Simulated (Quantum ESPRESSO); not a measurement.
# Cu under changes of volume

One of the cells (11.458 Å³/atom); the others are scaled copies at fixed shape and fractional positions:

```
CELL_PARAMETERS angstrom
-1.44279 1.44279 1.37608
1.44279 -1.44279 1.37608
1.44279 1.44279 -1.37608
ATOMIC_POSITIONS crystal
Cu 0.00000 0.00000 0.00000
```

This isn't the form of Cu at room conditions, which is fcc.

| Item | Value |
| --- | --- |
| Program | Quantum ESPRESSO 7.5 |
| Functional | LDA |
| Potentials or basis | GBRV 1.5 LDA |
| Cutoff | 762 eV |
| Density cutoff | 6095 eV |
| k mesh | 13 × 13 × 13 |
| Occupations | fermi-dirac, width 0.05 eV |
| Spin | no spin polarisation |

| volume (Å³/atom) | energy over the lowest point (meV/atom) | pressure (GPa) |
| --- | --- | --- |
| 10.771 | 2.30 | 3.2 |
| 11.000 | 0.00 | -0.9 |
| 11.229 | 3.17 | -4.5 |
| 11.458 | 11.19 | -7.7 |
| 11.687 | 23.42 | -10.4 |
| 11.916 | 39.40 | -12.9 |
| 12.146 | ? | ? |

Task: What does the run at 12.146 Å³/atom give?

Result: Energy over the lowest point 58.65 meV/atom; pressure -15.0 GPa.

Worked out: A Birch-Murnaghan fit of order 3 (a polynomial in V^(-2/3)) to the other rows has its minimum at 10.98 Å³/atom with B0 = V·E''(V) = 186 GPa and B' = 5.1 at fixed shape and positions, which overstates the stiffness. It gives 58.74 meV/atom at 12.146 Å³/atom, against the run's 58.65, and -dE/dV = -14.5 GPa, against -15.0.

Energies are extrapolated to zero smearing.
